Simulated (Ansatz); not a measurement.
HgSe:

```
Hg Se
1.0
     0.00000    3.03900    3.03900
     3.03900    0.00000    3.03900
     3.03900    3.03900    0.00000
Hg Se
1 1
Direct
  0.00000 0.00000 0.00000
  0.75000 0.75000 0.75000
```

Program: Ansatz 0.2.0. Alike in all runs: task band structure; potentials or basis Ansatz PAW; cell as given; smearing fermi-dirac 0.05 eV.

Task: Order these runs on this cell by their pressure, lowest first.
A. level r2SCAN; spin SOC, no magnetisation; k mesh 6 × 6 × 6; cutoff (eV) 500
B. level BLYP; spin off; k mesh 8 × 8 × 8; cutoff (eV) 420
C. level LDA; spin SOC, no magnetisation; k mesh 6 × 6 × 6; cutoff (eV) 420
D. level RPBE; spin off; k mesh 8 × 8 × 8; cutoff (eV) 420

Result: C (-1.0 GPa), A (2.4 GPa), D (6.7 GPa), B (8.4 GPa).

Caveats: the PAW data sets come from PBE, with cores solved anew for the run's functional, which leaves a small shift of forces and pressure.

Runs at the PBE level aren't shown here.
